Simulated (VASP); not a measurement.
A run of VASP 6.6.1 is set up as follows.

INCAR

```
SYSTEM = SrTiO3
PREC = Accurate
ENCUT = 520
EDIFF = 1E-7
ISMEAR = 0
SIGMA = 0.03
LREAL = .FALSE.
LASPH = .TRUE.
NELM = 80
ALGO = Normal
ISIF = 2
LWAVE = .FALSE.
LCHARG = .FALSE.
LMAXMIX = 4
METAGGA = R2SCAN
LMIXTAU = .TRUE.
LUSE_VDW = .TRUE.
IVDW_NL = 2
BPARAM = 11.95
CPARAM = 0.0093
NBANDS = 28
ICORELEVEL = 1
```

KPOINTS

```
regular mesh
0
G
  8 8 8
  0 0 0
```

The input POSCAR:

```
SrTiO3                                  
1.0
    3.9028735555      0.0000000000      0.0000000000
    0.0000000000      3.9028735555      0.0000000000
    0.0000000000      0.0000000000      3.9028735555
  Sr              Ti              O             
     1     1     3
Direct
     0.5000000000000000    0.5000000000000000    0.5000000000000000
     0.0000000000000000    0.0000000000000000    0.0000000000000000
     0.5000000000000000    0.0000000000000000    0.0000000000000000
     0.0000000000000000    0.5000000000000000    0.0000000000000000
     0.0000000000000000    0.0000000000000000    0.5000000000000000
```

KPOINTS_OPT

```
explicit points
94
Reciprocal
 0.0000000000  0.0000000000  0.0000000000 1
 0.0000000000  0.0357142857  0.0000000000 1
 0.0000000000  0.0714285714  0.0000000000 1
 0.0000000000  0.1071428571  0.0000000000 1
 0.0000000000  0.1428571429  0.0000000000 1
 0.0000000000  0.1785714286  0.0000000000 1
 0.0000000000  0.2142857143  0.0000000000 1
 0.0000000000  0.2500000000  0.0000000000 1
 0.0000000000  0.2857142857  0.0000000000 1
 0.0000000000  0.3214285714  0.0000000000 1
 0.0000000000  0.3571428571  0.0000000000 1
 0.0000000000  0.3928571429  0.0000000000 1
 0.0000000000  0.4285714286  0.0000000000 1
 0.0000000000  0.4642857143  0.0000000000 1
 0.0000000000  0.5000000000  0.0000000000 1
 0.0000000000  0.5000000000  0.0000000000 1
 0.0357142857  0.5000000000  0.0000000000 1
 0.0714285714  0.5000000000  0.0000000000 1
 0.1071428571  0.5000000000  0.0000000000 1
 0.1428571429  0.5000000000  0.0000000000 1
 0.1785714286  0.5000000000  0.0000000000 1
 0.2142857143  0.5000000000  0.0000000000 1
 0.2500000000  0.5000000000  0.0000000000 1
 0.2857142857  0.5000000000  0.0000000000 1
 0.3214285714  0.5000000000  0.0000000000 1
 0.3571428571  0.5000000000  0.0000000000 1
 0.3928571429  0.5000000000  0.0000000000 1
 0.4285714286  0.5000000000  0.0000000000 1
 0.4642857143  0.5000000000  0.0000000000 1
 0.5000000000  0.5000000000  0.0000000000 1
 0.5000000000  0.5000000000  0.0000000000 1
 0.4642857143  0.4642857143  0.0000000000 1
 0.4285714286  0.4285714286  0.0000000000 1
 0.3928571429  0.3928571429  0.0000000000 1
 0.3571428571  0.3571428571  0.0000000000 1
 0.3214285714  0.3214285714  0.0000000000 1
 0.2857142857  0.2857142857  0.0000000000 1
 0.2500000000  0.2500000000  0.0000000000 1
 0.2142857143  0.2142857143  0.0000000000 1
 0.1785714286  0.1785714286  0.0000000000 1
 0.1428571429  0.1428571429  0.0000000000 1
 0.1071428571  0.1071428571  0.0000000000 1
 0.0714285714  0.0714285714  0.0000000000 1
 0.0357142857  0.0357142857  0.0000000000 1
 0.0000000000  0.0000000000  0.0000000000 1
 0.0000000000  0.0000000000  0.0000000000 1
 0.0357142857  0.0357142857  0.0357142857 1
 0.0714285714  0.0714285714  0.0714285714 1
 0.1071428571  0.1071428571  0.1071428571 1
 0.1428571429  0.1428571429  0.1428571429 1
 0.1785714286  0.1785714286  0.1785714286 1
 0.2142857143  0.2142857143  0.2142857143 1
 0.2500000000  0.2500000000  0.2500000000 1
 0.2857142857  0.2857142857  0.2857142857 1
 0.3214285714  0.3214285714  0.3214285714 1
 0.3571428571  0.3571428571  0.3571428571 1
 0.3928571429  0.3928571429  0.3928571429 1
 0.4285714286  0.4285714286  0.4285714286 1
 0.4642857143  0.4642857143  0.4642857143 1
 0.5000000000  0.5000000000  0.5000000000 1
 0.5000000000  0.5000000000  0.5000000000 1
 0.4642857143  0.5000000000  0.4642857143 1
 0.4285714286  0.5000000000  0.4285714286 1
 0.3928571429  0.5000000000  0.3928571429 1
 0.3571428571  0.5000000000  0.3571428571 1
 0.3214285714  0.5000000000  0.3214285714 1
 0.2857142857  0.5000000000  0.2857142857 1
 0.2500000000  0.5000000000  0.2500000000 1
 0.2142857143  0.5000000000  0.2142857143 1
 0.1785714286  0.5000000000  0.1785714286 1
 0.1428571429  0.5000000000  0.1428571429 1
 0.1071428571  0.5000000000  0.1071428571 1
 0.0714285714  0.5000000000  0.0714285714 1
 0.0357142857  0.5000000000  0.0357142857 1
 0.0000000000  0.5000000000  0.0000000000 1
 0.5000000000  0.5000000000  0.0000000000 1
 0.5000000000  0.5000000000  0.0357142857 1
 0.5000000000  0.5000000000  0.0714285714 1
 0.5000000000  0.5000000000  0.1071428571 1
 0.5000000000  0.5000000000  0.1428571429 1
 0.5000000000  0.5000000000  0.1785714286 1
 0.5000000000  0.5000000000  0.2142857143 1
 0.5000000000  0.5000000000  0.2500000000 1
 0.5000000000  0.5000000000  0.2857142857 1
 0.5000000000  0.5000000000  0.3214285714 1
 0.5000000000  0.5000000000  0.3571428571 1
 0.5000000000  0.5000000000  0.3928571429 1
 0.5000000000  0.5000000000  0.4285714286 1
 0.5000000000  0.5000000000  0.4642857143 1
 0.5000000000  0.5000000000  0.5000000000 1
 0.0000000000  0.0000000000  0.0000000000 1
 0.5000000000  0.5000000000  0.0000000000 1
 0.5000000000  0.5000000000  0.5000000000 1
 0.0000000000  0.5000000000  0.0000000000 1
```

Potentials or basis: VASP PAW PBE potentials, release 64 (Sr_sv, Ti_sv, O).

The run is started by

```bash
$ cat potpaw_PBE.64/Sr_sv/POTCAR potpaw_PBE.64/Ti_sv/POTCAR potpaw_PBE.64/O/POTCAR > POTCAR
$ mpirun -np 1 vasp_std > vasp.out
```

Problem. Predict the band gap on the k mesh.

Solution. 2.27 eV, indirect (least direct gap 2.66 eV).

Problem. Estimate the pressure.

Solution. 0.2 GPa.

Problem. Estimate the band gap along the path.

Solution. 2.27 eV, indirect (least direct gap 2.66 eV).

Core levels (eV, on the scale of the bands):
| atom | levels |
| --- | --- |
| 1 Sr | 1s -16009.4, 2s -2176.1, 2p -1937.3, 3s -335.3, 3p -256.9, 3d -127.2 |
| 2 Ti | 1s -4904.3, 2s -542.0, 2p -449.9 |
| 3 O | 1s -513.0 |
| 4 O | 1s -513.0 |
| 5 O | 1s -513.0 |

Caveat: the PAW data sets were made with another functional, which shifts forces and pressure a little. r2SCAN opens gaps a little over a GGA but as a rule still falls short of measured ones.
